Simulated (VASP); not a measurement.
Input of a VASP 6.6.1 run:

File INCAR:

```
ALGO = Normal
DIPOL = 0.5 0.5 0.497
EDIFF = 1E-6
ENCUT = 520
GGA = PE
IDIPOL = 3
ISIF = 2
ISMEAR = 0
IVDW = 12
LASPH = True
LCHARG = False
LDIPOL = True
LREAL = False
LWAVE = False
NBANDS = 20
NELM = 100
PREC = Accurate
SIGMA = 0.1
```

Contents of KPOINTS:

```
k-points
0
Gamma
  12 12 1
```

Contents of POSCAR:

```
Ir
1.0
    2.7156577786      0.0000000000      0.0000000000
   -1.3578288893      2.3518286243      0.0000000000
    0.0000000000      0.0000000000     18.4346505824
Ir
3
Direct
    0.6666666667      0.3333333333      0.3797197006
    0.3333333333      0.6666666667      0.4974536566
    0.0000000000      0.0000000000      0.6151787543
```

Potentials or basis: VASP PAW PBE potentials, release 64 (Ir).

Launch:

```bash
$ cat potpaw_PBE.64/Ir/POTCAR > POTCAR
$ mpirun -np 1 vasp_std > vasp.out
```

(1) Predict the dispersion energy per atom.

(2) What does it give for the largest force?

(3) What does it give for the band gap on the k mesh?

Results:

(1) -0.485 eV.

(2) 0.040 eV/Å.

(3) none (metal or under the smearing width).
